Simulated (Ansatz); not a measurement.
TiAl, 2 atoms in the cell. It takes space group P-6m2 (No. 187, hexagonal). Conventional cell: a = 2.867 Å, b = 2.867 Å, c = 4.678 Å, α = 90.00°, β = 90.00°, γ = 120.00°. Ti (site symmetry -6m2) is surrounded by 6 Al at 2.87 Å and 6 Ti at 2.87 Å. Around Al (site symmetry -6m2) lie 6 Ti at 2.87 Å and 6 Al at 2.87 Å. The cell comes from a database or a generator and needn't be the stable form of this composition.

| Quantity | Value |
| --- | --- |
| Program | Ansatz 0.2.0 |
| Task | relaxation of cell and atoms |
| Functional | PBEsol |
| Potentials or basis | Ansatz PAW |
| Cutoff | 420 eV (not typed: the program's choice for these potentials) |
| k mesh | 11 × 11 × 6 |
| Occupations | fermi-dirac, width 0.05 eV |
| Spin | no spin polarisation |

Potentials or basis: Ansatz PAW.

Run with:

```sh
$ ansatz run input.yaml --threads 2 --pin off --max-ram 5632MiB --backend cpu --events-out ev --progress --plain --runs-dir out
```

Hardware: 2 threads of Arm Neoverse V2, with other jobs on the host.

Estimate the wall time of this run.

Wall time 6.3 s on 2 threads of Arm Neoverse V2, on a shared host, peak memory 0.34 GiB. Counts: scf iterations 33, plane waves 615, k points 64, bands 12, ion steps 5.
